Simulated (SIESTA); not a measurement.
MgSi under changes of volume

One of the cells (17.702 Å³/atom); the others are scaled copies at fixed shape and fractional positions:

```
Si Mg
1.0
     2.92766    0.00000    0.00000
     0.00000    2.92766    0.00000
     0.00000    0.00000    4.13060
Si Mg
1 1
Direct
  0.50000 0.50000 0.50000
  0.00000 0.00000 0.00000
```

The cell comes from a database or a generator and needn't be the stable form of this composition.

- Program: SIESTA 5.4.2
- Functional: PBEsol
- Potentials or basis: PseudoDojo 0.4 standard (PBEsol files)
- Basis: DZP (energy shift 0.003 Ry; two zetas on semicore shells)
- Grid cutoff: 800 Ry
- Energy shift: 0.003 Ry
- k mesh: 9 × 9 × 7
- Occupations: fermi-dirac, width 0.05 eV
- Spin: no spin polarisation

| volume (Å³/atom) | energy over the lowest point (meV/atom) | pressure (GPa) |
| --- | --- | --- |
| 16.314 | ? | ? |
| 16.661 | 10.23 | 3.7 |
| 17.008 | 3.79 | 2.3 |
| 17.702 | 0.00 | -0.4 |
| 18.049 | 2.25 | -1.5 |
| 18.396 | 6.72 | -2.5 |

Task: What does the run at 16.314 Å³/atom give?

Result: Energy over the lowest point 20.04 meV/atom; pressure 5.3 GPa.

Worked out: A Birch-Murnaghan fit of order 3 (a polynomial in V^(-2/3)) to the other rows has its minimum at 17.58 Å³/atom with B0 = V·E''(V) = 63 GPa and B' = 4.0 at fixed shape and positions, which overstates the stiffness. It gives 20.20 meV/atom at 16.314 Å³/atom, against the run's 20.04, and -dE/dV = 5.5 GPa, against 5.3.

Energies are extrapolated to zero smearing.

Caveats: the basis of atomic orbitals isn't converged, which shifts pressures, moduli and gaps.
